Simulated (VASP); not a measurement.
# Ru (Im-3m) in VASP: RPA correlation energy with PBE

Aim: the RPA correlation energy of Ru with PBE.

Program: VASP 6.6.1. These are calculated values, not measurements. Logs are shortened: lines on timing, memory, paths and dates and some standing lists are left out, and cuts for length are marked.

### Step 1. The crystal as given

The structure is cubic, space group Im-3m (No. 229). Conventional cell: a = 3.018 Å, b = 3.018 Å, c = 3.018 Å, α = 90.00°, β = 90.00°, γ = 90.00°. Around Ru (site symmetry m-3m) lie 8 Ru at 2.61 Å.

This isn't the form of Ru at room conditions, which is hcp.

### Step 2. RPA correlation energy, PBE

POSCAR reads:

```
Ru
1.0
   -1.5090900000      1.5090900000      1.5090900000
    1.5090900000     -1.5090900000      1.5090900000
    1.5090900000      1.5090900000     -1.5090900000
Ru
1
Direct
    0.0000000000      0.0000000000      0.0000000000
```

INCAR.step1 reads:

```
SYSTEM = Ru
ALGO = Fast ; EDIFF = 1E-8
ENCUT = 450 ; GGA = PE
ISMEAR = 0 ; LASPH = .TRUE.
LCHARG = .FALSE. ; LREAL = .FALSE.
LWAVE = .TRUE. ; NELM = 60
PREC = Accurate ; SIGMA = 0.05
```

INCAR.step2 reads:

```
SYSTEM = Ru
AEXX = 1.0 ; AGGAC = 0.0
ALDAC = 0.0 ; ALGO = EIGENVAL
EDIFF = 1E-8 ; ENCUT = 450
GGA = PE ; ISMEAR = 0
ISTART = 1 ; LASPH = .TRUE.
LCHARG = .FALSE. ; LHFCALC = .TRUE.
LREAL = .FALSE. ; LWAVE = .FALSE.
NELM = 1 ; PREC = Accurate
PRECFOCK = Fast ; SIGMA = 0.05
```

INCAR.step3 reads:

```
SYSTEM = Ru
ALGO = Exact ; EDIFF = 1E-8
ENCUT = 450 ; GGA = PE
ISMEAR = 0 ; ISTART = 1
LASPH = .TRUE. ; LCHARG = .FALSE.
LOPTICS = .TRUE. ; LREAL = .FALSE.
LWAVE = .TRUE. ; NBANDS = 321
NELM = 1 ; PREC = Accurate
SIGMA = 0.05
```

INCAR.step4 reads:

```
SYSTEM = Ru
ALGO = ACFDT ; EDIFF = 1E-8
ENCUT = 450 ; ENCUTGW = 250
GGA = PE ; ISMEAR = 0
ISTART = 1 ; LASPH = .TRUE.
LCHARG = .FALSE. ; LREAL = .FALSE.
LWAVE = .FALSE. ; NBANDS = 321
NELM = 60 ; NOMEGA = 12
PREC = Accurate ; PRECFOCK = Fast
SIGMA = 0.05
```

KPOINTS reads:

```
k-points
0
G
  8 8 8
  0 0 0
```

Potentials or basis: VASP PAW PBE potentials, release 64 (Ru_sv_GW).

Launch:

```sh
> cat potpaw_PBE.64/Ru_sv_GW/POTCAR > POTCAR
> cp INCAR.step1 INCAR
> mpirun -np 1 vasp_std > vasp.out
> cp INCAR.step2 INCAR
> mpirun -np 1 vasp_std > vasp.out
> cp INCAR.step3 INCAR
> mpirun -np 1 vasp_std > vasp.out
> cp INCAR.step4 INCAR
> mpirun -np 1 vasp_std > vasp.out
```

OUTCAR:

```text
SYSTEM = Ru
   EDIFF = 1E-8
   ENCUT = 450
   ENCUTGW = 250
   GGA = PE
   ISMEAR = 0
   ISTART = 1
   LASPH = .TRUE.
   LREAL = .FALSE.
   NELM = 60
   PREC = Accurate
   PRECFOCK = Fast

 ion  position               nearest neighbor table
   1  0.000  0.000  0.000-

  LATTYP: Found a body centered cubic cell.
 ALAT       =     3.0181800000

  Lattice vectors:

 A1 = (  -1.5090900000,   1.5090900000,   1.5090900000)
 A2 = (   1.5090900000,  -1.5090900000,   1.5090900000)
 A3 = (   1.5090900000,   1.5090900000,  -1.5090900000)

Analysis of symmetry for initial positions (statically):
=====================================================================
 Subroutine PRICEL returns:
 Original cell was already a primitive cell.

 Routine SETGRP: Setting up the symmetry group for a
 body centered cubic supercell.

 Subroutine GETGRP returns: Found 48 space group operations
 (whereof 48 operations were pure point group operations)
 out of a pool of 48 trial point group operations.

The static configuration has the point symmetry O_h .

Analysis of symmetry for dynamics (positions and initial velocities):
=====================================================================
 Subroutine PRICEL returns:
 Original cell was already a primitive cell.

 Routine SETGRP: Setting up the symmetry group for a
 body centered cubic supercell.

 Subroutine GETGRP returns: Found 48 space group operations
 (whereof 48 operations were pure point group operations)
 out of a pool of 48 trial point group operations.

The dynamic configuration has the point symmetry O_h .

 Subroutine INISYM returns: Found 48 space group operations
 (whereof 48 operations are pure point group operations),
 and found     1 'primitive' translations

----------------------------------------------------------------------------------------

                                     Primitive cell

  volume of cell :      13.7469

  direct lattice vectors                    reciprocal lattice vectors
    -1.509090000  1.509090000  1.509090000     0.000000000  0.331325501  0.331325501
     1.509090000 -1.509090000  1.509090000     0.331325501  0.000000000  0.331325501
     1.509090000  1.509090000 -1.509090000     0.331325501  0.331325501  0.000000000

  length of vectors
     2.613820553  2.613820553  2.613820553     0.468565017  0.468565017  0.468565017

  position of ions in fractional coordinates (direct lattice)
     0.000000000  0.000000000  0.000000000

  ion indices of the primitive-cell ions
   primitive index   ion index
                 1           1

----------------------------------------------------------------------------------------

 KPOINTS: k-points

Automatic generation of k-mesh.
 Grid dimensions read from file:
 generate k-points for:    8    8    8

 Generating k-lattice:

  Cartesian coordinates                     Fractional coordinates (reciprocal lattice)
     0.000000000  0.041415688  0.041415688     0.125000000  0.000000000  0.000000000
     0.041415688  0.000000000  0.041415688     0.000000000  0.125000000  0.000000000
     0.041415688  0.041415688  0.000000000     0.000000000  0.000000000  0.125000000

  Length of vectors
     0.058570627  0.058570627  0.058570627

  Shift w.r.t. Gamma in fractional coordinates (k-lattice)
     0.000000000  0.000000000  0.000000000

 Subroutine IBZKPT returns following result:
 ===========================================

 Found     29 irreducible k-points:

 Following reciprocal coordinates:
            Coordinates               Weight
  0.000000  0.000000  0.000000      1.000000
  0.125000  0.000000  0.000000     12.000000
  0.250000  0.000000  0.000000     12.000000
  0.375000  0.000000  0.000000     12.000000
  0.500000  0.000000  0.000000      6.000000
  0.125000  0.125000  0.000000     24.000000
[... 16 lines left out ...]
 -0.250000  0.250000  0.250000      6.000000
 -0.375000  0.375000  0.250000     24.000000
 [... further k-points ...]
   k-points           NKPTS =     29   k-points in BZ     NKDIM =    512   number of bands    NBANDS=    321
   number of dos      NEDOS =    301   number of ions     NIONS =      1
   total plane-waves  NPLWV =   5832
   dimension x,y,z NGX =    18 NGY =   18 NGZ =   18
   dimension x,y,z NGXF=    36 NGYF=   36 NGZF=   36
   ions per type =               1
   NGX,Y,Z   is equivalent  to a cutoff of  11.45, 11.45, 11.45 a.u.
   NGXF,Y,Z  is equivalent  to a cutoff of  22.90, 22.90, 22.90 a.u.
 SYSTEM =  Ru
   PREC   = accura    normal or accurate (medium, high low for compatibility)
   ISTART =      1    job   : 0-new  1-cont  2-samecut
   ICHARG =      0    charge: 1-file 2-atom 10-const
   ISPIN  =      1    spin polarized calculation?
   LNONCOLLINEAR =      F non collinear calculations
   LSORBIT =      F    spin-orbit coupling
   LASPH  =      T    aspherical Exc in radial PAW
   ENCUT  =  450.0 eV  33.07 Ry    5.75 a.u.   4.52  4.52  4.52*2*pi/ulx,y,z
   NELM   =     60;   NELMIN=  2; NELMDL=  0     # of ELM steps
   EDIFF  = 0.1E-07   stopping-criterion for ELM
   LREAL  =      F    real-space projection
   EDIFFG = 0.1E-06   stopping-criterion for IOM
   NSW    =      0    number of steps for IOM
   IBRION =     -1    ionic relax: 0-MD 1-quasi-New 2-CG
   NFREE  =      0    steps in history (QN), initial steepest desc. (CG)
   ISIF   =      0    stress and relaxation
   ISYM   =      3    0-nonsym 1-usesym 2-fastsym
   POTIM  = 0.5000    time-step for ionic-motion
   TEBEG  =    0.0;   TEEND  =   0.0 temperature during run
   PSTRESS=    0.0 pullay stress
   NELECT =      16.0000    total number of electrons
   NUPDOWN=      -1.0000    fix difference up-down
   EMIN   =  10.00;   EMAX   =-10.00  energy-range for DOS
   EFERMI =   0.00;   METHOD = LEGACY
   ISMEAR =     0;   SIGMA  =   0.05  broadening in eV -4-tet -1-fermi 0-gaus
   EFERMI_NEDOS =   21; number of points for ismear=-14 and -15
   IALGO  =     38    algorithm
   IMIX   =      4    mixing-type and parameters
     AMIX     =   0.40;   BMIX     =  1.00
     AMIX_MAG =   1.60;   BMIX_MAG =  1.00
  volume/ion in A,a.u.               =      13.75        92.77
  Fermi-wavevector in a.u.,A,eV,Ry     =   1.722052  3.254207 40.347592  2.965464
  Thomas-Fermi vector in A             =   2.798189
   LORBIT       =      0    0 simple, 1 ext, 2 COOP (PROOUT), +10 PAW based schemes
   GGA     = PE    functional components
   LHFCALC =     T    Hartree Fock is set to
   PRECFOCK=fast      Normal, Fast or Accurate (Low or Medium for compatibility)
   ENCUT4O =  -1.0   cutoff for four orbital integrals eV
   NKREDX  =     1    reduce k-point grid by
   NKREDY  =     1    reduce k-point grid by
   NKREDZ  =     1    reduce k-point grid by
   AEXX    =    1.0000 exact exchange contribution
   HFSCREEN=    0.0000 screening length (either q_TF or 0.3 A-1)
   HFSCREENC=   0.0000 screening length for correlation (either q_TF or 0.3 A-1)
   ENCUTFOCK=  -1.0 apply spherical cutoff to Coloumb kernel
   IVDW    =     0    specifies the selected vdW correction
   LEPSILON=     F    determine dielectric tensor
   LRPA    =     F    only Hartree local field effects (RPA)
   LRPAFORCE           =     F    calculate RPA forces
   ENCUTGW             = 250.0    cutoff for response function in eV
   ENCUTGWSOFT         = 200.0    soft cutoff for Coulomb kernel in GW response function in eV
   ENCUTLF             =  -1.0    cutoff for local field effects
   NELMGW              =     1    number of iterations in solving QP/BSE equation
   NELMHF              =     1    number of iterations in the inner HF iteration
   NKREDLFX            =     1    NKREDLFY  =   1   NKREDLFZ  =   1
 non-spin polarized calculation
 Gauss-broadening in eV      SIGMA  =   0.05
  energy-cutoff  :      450.00
  volume of cell :       13.75
 maximum number of plane-waves:       321
  NGX = 12; NGY = 12; NGZ = 12
   NGX =  9   NGY =  9   NGZ =  9
 maximum number of plane-waves:       140

      cutoff energy     smooth cutoff   RPA   correlation   Hartree contr. to MP2
---------------------------------------------------------------------------------
            250.000           200.000      -28.2949330898     -110.9297010648
            238.095           190.476      -28.0383738179     -110.6254455880
            226.757           181.406      -27.7742209717     -110.3106986878
            215.959           172.768      -27.5027973927     -109.9867921431
            205.676           164.541      -27.2250030085     -109.6551636934
            195.882           156.705      -26.9411872561     -109.3161614156
            186.554           149.243      -26.6522219354     -108.9700191376
            177.670           142.136      -26.3576469822     -108.6156384221
  linear regression
  converged value                          -31.1412543785     -114.3318820777
```

Run time: 49 min. Hardware: 1 thread of Intel Xeon Platinum 8488C (Sapphire Rapids), shared host; peak memory 1.1 GiB.

What came out:

```
Band gap on the k mesh, mean-field level : none (metal or under the smearing width)
RPA correlation energy                   : -31.141 eV/atom
RPA total energy per cell                : -41.780 eV
RPA correlation energy per cell          : -31.141 eV
```

Caveat: the k mesh is coarse (spacing up to 0.37 Å⁻¹), so the values aren't converged; the ground state has no gap, which makes the many-body step unreliable.
